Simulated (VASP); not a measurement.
# AlCu (Pm-3m) in VASP: further runs

One crystal, AlCu, is run at these levels: r2SCAN; tasks: single point.

Program: VASP 6.6.1. These are calculated values, not measurements. Logs are shortened: lines on timing, memory, paths and dates and some standing lists are left out, and cuts for length are marked.

**1. The structure**

It takes space group Pm-3m (No. 221, cubic). Conventional cell: a = 2.998 Å, b = 2.998 Å, c = 2.998 Å, α = 90.00°, β = 90.00°, γ = 90.00°. Around Cu (site symmetry m-3m) lie 8 Al at 2.60 Å. Al (site symmetry m-3m) has 8 Cu at 2.60 Å as nearest neighbours.

The cell comes from a database or a generator and needn't be the stable form of this composition.

**2. Single point, r2SCAN**

INCAR

```
PREC = Accurate ; ENCUT = 400
EDIFF = 1E-6 ; ISMEAR = 1
SIGMA = 0.15 ; LREAL = F
LASPH = T ; NELM = 100
ALGO = Normal ; ISIF = 2
LWAVE = F ; LCHARG = F
METAGGA = R2SCAN ; LMIXTAU = T
ADDGRID = F
```

KPOINTS

```
regular mesh
0
Gamma
  6 6 6
```

POSCAR

```
AlCu
1.0
    2.9975090000      0.0000000000      0.0000000000
    0.0000000000      2.9975090000      0.0000000000
    0.0000000000      0.0000000000      2.9975090000
Cu Al
1 1
Direct
    0.5000000000      0.5000000000      0.5000000000
    0.0000000000      0.0000000000      0.0000000000
```

Potentials or basis: VASP PAW PBE potentials, release 64 (Cu, Al).

Command:

```console
cat potpaw_PBE.64/Cu/POTCAR potpaw_PBE.64/Al/POTCAR > POTCAR
mpirun -np 1 vasp_std > vasp.out
```

OUTCAR:

```text
PREC = Accurate
   ENCUT = 400
   EDIFF = 1E-6
   ISMEAR = 1
   LREAL = F
   LASPH = T
   NELM = 100
   ISIF = 2
   METAGGA = R2SCAN

 Found     20 irreducible k-points:

 Following reciprocal coordinates:
            Coordinates               Weight
  0.000000  0.000000  0.000000      1.000000
  0.166667  0.000000  0.000000      6.000000
  0.333333  0.000000  0.000000      6.000000
  0.500000  0.000000  0.000000      3.000000
  0.166667  0.166667  0.000000     12.000000
  0.333333  0.166667  0.000000     24.000000
   k-points           NKPTS =     20   k-points in BZ     NKDIM =     20   number of bands    NBANDS=     11
   number of dos      NEDOS =    301   number of ions     NIONS =      2
   total plane-waves  NPLWV =   8000
   dimension x,y,z NGX =    20 NGY =   20 NGZ =   20
   dimension x,y,z NGXF=    40 NGYF=   40 NGZF=   40
   ions per type =               1   1
   NGX,Y,Z   is equivalent  to a cutoff of  11.09, 11.09, 11.09 a.u.
   NGXF,Y,Z  is equivalent  to a cutoff of  22.18, 22.18, 22.18 a.u.
 SYSTEM =  unknown system
   PREC   = accura    normal or accurate (medium, high low for compatibility)
   ISTART =      0    job   : 0-new  1-cont  2-samecut
   ICHARG =      2    charge: 1-file 2-atom 10-const
   ISPIN  =      1    spin polarized calculation?
   LNONCOLLINEAR =      F non collinear calculations
   LSORBIT =      F    spin-orbit coupling
   LASPH  =      T    aspherical Exc in radial PAW
   ENCUT  =  400.0 eV  29.40 Ry    5.42 a.u.   4.89  4.89  4.89*2*pi/ulx,y,z
   NELM   =    100;   NELMIN=  2; NELMDL= -5     # of ELM steps
   EDIFF  = 0.1E-05   stopping-criterion for ELM
   LREAL  =      F    real-space projection
   EDIFFG = 0.1E-04   stopping-criterion for IOM
   NSW    =      0    number of steps for IOM
   IBRION =     -1    ionic relax: 0-MD 1-quasi-New 2-CG
   NFREE  =      0    steps in history (QN), initial steepest desc. (CG)
   ISIF   =      2    stress and relaxation
   ISYM   =      2    0-nonsym 1-usesym 2-fastsym
   POTIM  = 0.5000    time-step for ionic-motion
   TEBEG  =    0.0;   TEEND  =   0.0 temperature during run
   PSTRESS=    0.0 pullay stress
   NELECT =      14.0000    total number of electrons
   NUPDOWN=      -1.0000    fix difference up-down
   EMIN   =  10.00;   EMAX   =-10.00  energy-range for DOS
   EFERMI =   0.00;   METHOD = LEGACY
   ISMEAR =     1;   SIGMA  =   0.15  broadening in eV -4-tet -1-fermi 0-gaus
   EFERMI_NEDOS =   21; number of points for ismear=-14 and -15
   IALGO  =     38    algorithm
   IMIX   =      4    mixing-type and parameters
     AMIX     =   0.40;   BMIX     =  1.00
     AMIX_MAG =   1.60;   BMIX_MAG =  1.00
  volume/ion in A,a.u.               =      13.47        90.88
  Fermi-wavevector in a.u.,A,eV,Ry     =   1.316306  2.487459 23.574307  1.732663
  Thomas-Fermi vector in A             =   2.446428
   LORBIT       =      0    0 simple, 1 ext, 2 COOP (PROOUT), +10 PAW based schemes
   METAGGA = R2SCAN    functional components
   LHFCALC =     F    Hartree Fock is set to
   AEXX    =    0.0000 exact exchange contribution
   IVDW    =     0    specifies the selected vdW correction
   LEPSILON=     F    determine dielectric tensor
   LRPA    =     F    only Hartree local field effects (RPA)
 non-spin polarized calculation
 Methfessel and Paxton  Order N= 1 SIGMA  =   0.15
  energy-cutoff  :      400.00
  volume of cell :       26.93
 maximum number of plane-waves:       512
 NGX is ok and might be reduce to    20
   NGX =  9   NGY =  9   NGZ =  9

 number of electron      13.9999950 magnetization

 Free energy of the ion-electron system (eV)
  ---------------------------------------------------
  ext. energy  EPLUGINS =         0.00000000
  ---------------------------------------------------
  free energy    TOTEN  =       -17.88180521 eV

  energy without entropy =      -17.87931100  energy(sigma->0) =      -17.88097381

 E-fermi :   9.0805     XC(G=0): -12.4265

 val. band max:        9.0746494997   @ k =   0.3333   0.3333   0.3333
 cond. band min:       9.1702620121   @ k =   0.5000   0.5000   0.1667
 fundamental gap:      0.0956125124
 Fermi energy:         9.0805317975

 k-point     1 :       0.0000    0.0000    0.0000
  band No.  band energies     occupation
      1      -3.1009      2.00000
      2       3.9160      2.00000
      3       3.9160      2.00000
      4       5.0085      2.00000
      5       5.0085      2.00000
      6       5.0085      2.00000
      7      13.1222      0.00000
      8      13.1222      0.00000
      9      13.1222      0.00000
     10      15.4821      0.00000
     11      15.4821      0.00000

 k-point     2 :       0.1667    0.0000    0.0000
  band No.  band energies     occupation
      1      -2.6072      2.00000
      2       3.9044      2.00000
      3       3.9856      2.00000
      4       4.8858      2.00000
      5       4.8858      2.00000
      6       5.0218      2.00000
      7       9.6870     -0.00000
      8      13.7071      0.00000
      9      13.7071      0.00000
     10      15.6664      0.00000
     11      17.9700      0.00000

 k-point     3 :       0.3333    0.0000    0.0000
  band No.  band energies     occupation
      1      -1.1603      2.00000
      2       3.3044      2.00000
      3       4.1281      2.00000
      4       4.6609      2.00000
      5       4.6609      2.00000
      6       5.0490      2.00000
      7       6.5055      2.00000
      8      15.3278      0.00000
      9      15.3278      0.00000
     10      16.1517      0.00000
     11      19.7053      0.00000

 k-point     4 :       0.5000    0.0000    0.0000
  band No.  band energies     occupation
      1       1.0677      2.00000
      2       1.0970      2.00000
      3       4.2010      2.00000
      4       4.5571      2.00000
      5       4.5571      2.00000
      6       5.0627      2.00000
      7       5.7239      2.00000
      8      16.4977      0.00000
      9      17.5207      0.00000
     10      17.5207      0.00000
     11      18.0973      0.00000

 k-point     5 :       0.1667    0.1667    0.0000
  band No.  band energies     occupation
      1      -2.1199      2.00000
      2       3.9911      2.00000
      3       3.9942      2.00000
      4       4.7393      2.00000
      5       4.8833      2.00000
      6       4.9246      2.00000
      7       9.7464     -0.00000
      8      10.6723     -0.00000
      9      14.2780      0.00000
     10      16.9394      0.00000
     11      20.4486      0.00000

 k-point     6 :       0.3333    0.1667    0.0000
  band No.  band energies     occupation
      1      -0.6981      2.00000
      2       3.4765      2.00000
      3       4.1750      2.00000
      4       4.5859      2.00000
      5       4.6843      2.00000
      6       4.9417      2.00000
      7       6.7637      2.00000
      8      11.7044     -0.00000
      9      15.8677      0.00000
     10      16.5728      0.00000
     11      18.8730      0.00000

 [... further k-points ...]

------------------------ aborting loop because EDIFF is reached ----------------------------------------

  FORCE on cell =-STRESS in cart. coord.  units (eV):
  Direction    XX          YY          ZZ          XY          YZ          ZX
  --------------------------------------------------------------------------------------
  -------------------------------------------------------------------------------------
  Total       -0.8722599     -0.8722599     -0.8722599     -0.0000000      0.0000000      0.0000000
  in kB      -51.8889666    -51.8889666    -51.8889666     -0.0000000      0.0000000      0.0000000
  external PRESSURE =     -51.8889666 kB  Pullay stress =       0.0000000 kB

 VOLUME and BASIS-vectors are now :
 -----------------------------------------------------------------------------
  energy-cutoff  :      400.00
  volume of cell :       26.93
      direct lattice vectors                 reciprocal lattice vectors
     2.997509000  0.000000000  0.000000000     0.333610341  0.000000000  0.000000000
     0.000000000  2.997509000  0.000000000     0.000000000  0.333610341  0.000000000
     0.000000000  0.000000000  2.997509000     0.000000000  0.000000000  0.333610341

 POSITION                                       TOTAL-FORCE (eV/Angst)
 -----------------------------------------------------------------------------------
      1.49875      1.49875      1.49875         0.000000      0.000000      0.000000
      0.00000      0.00000      0.00000         0.000000      0.000000      0.000000
 -----------------------------------------------------------------------------------
    total drift:                               -0.000000      0.000000     -0.000000

  FREE ENERGIE OF THE ION-ELECTRON SYSTEM (eV)
  ---------------------------------------------------
  free  energy   TOTEN  =       -17.8818052108 eV

  energy  without entropy=      -17.8793109968  energy(sigma->0) =      -17.88097381
```

stdout:

```text
POSCAR found type information on POSCAR CuAl
 POSCAR found :  2 types and       2 ions
 scaLAPACK will be used
 -----------------------------------------------------------------------------
|                                                                             |
|                                                                             |
|     You enforced a specific xc type in the INCAR file but a different       |
|     I HOPE YOU KNOW WHAT YOU ARE DOING!                                     |
|                                                                             |
 -----------------------------------------------------------------------------

 LDA part: xc-table for (None), standard interpolation
 POSCAR, INCAR and KPOINTS ok, starting setup
 FFT: planning ... GRIDC
 FFT: planning ... GRID_SOFT
 FFT: planning ... GRID
 WAVECAR not read
 entering main loop
```

Wall time 24 s (1 thread of Intel Xeon Platinum 8488C (Sapphire Rapids), shared host); peak memory 0.12 GiB.

These settings aren't checked as converged: the numbers below hold their error.

Results:

| Quantity | Value |
| --- | --- |
| Free energy | -17.8818 eV |
| Pressure | -5.2 GPa |
| Band gap on the k mesh | none (metal or under the smearing width) |

Caveat: the PAW data sets were made with another functional, which shifts forces and pressure a little.

**3. Single point, r2SCAN**

INCAR: that of step 2 with these lines changed.

```diff
@@ -1,2 +1,2 @@
-PREC = Accurate ; ENCUT = 400
+PREC = Accurate ; ENCUT = 900
 EDIFF = 1E-6 ; ISMEAR = 1
```

KPOINTS

```
regular mesh
0
Gamma
  4 4 4
```

POSCAR is that of step 2.

Potentials or basis: VASP PAW PBE potentials, release 64 (Cu, Al).

Command:

```console
cat potpaw_PBE.64/Cu/POTCAR potpaw_PBE.64/Al/POTCAR > POTCAR
mpirun -np 1 vasp_std > vasp.out
```

It took 35 s on 1 thread of Intel Xeon Platinum 8488C (Sapphire Rapids), shared host; peak memory 0.17 GiB.

The run converged, but some of its settings lie outside the range that counts as converged, so its numbers aren't taken as properties of the crystal.

What came out:

```
Free energy            : -17.7218 eV
Pressure               : -4.4 GPa
Band gap on the k mesh : none (metal or under the smearing width)
```

Caveat: the k mesh is coarse (spacing up to 0.52 Å⁻¹), so the values aren't converged; the PAW data sets were made with another functional, which shifts forces and pressure a little.

**4. Single point, r2SCAN**

INCAR: that of step 3 with these lines changed.

```diff
@@ -1,2 +1,2 @@
-PREC = Accurate ; ENCUT = 900
+PREC = Accurate ; ENCUT = 460
 EDIFF = 1E-6 ; ISMEAR = 1
```

KPOINTS

```
regular mesh
0
Gamma
  6 6 6
```

POSCAR is that of step 3.

Command:

```console
cat potpaw_PBE.64/Cu/POTCAR potpaw_PBE.64/Al/POTCAR > POTCAR
mpirun -np 1 vasp_std > vasp.out
```

Run time: 19 s. Hardware: 1 thread of Intel Xeon Platinum 8488C (Sapphire Rapids), shared host; peak memory 0.13 GiB.

These settings aren't checked as converged: the numbers below hold their error.

Results:

| Item | Value |
| --- | --- |
| Free energy | -17.8817 eV |
| Pressure | -4.9 GPa |
| Band gap on the k mesh | none (metal or under the smearing width) |

Caveat: the PAW data sets were made with another functional, which shifts forces and pressure a little.
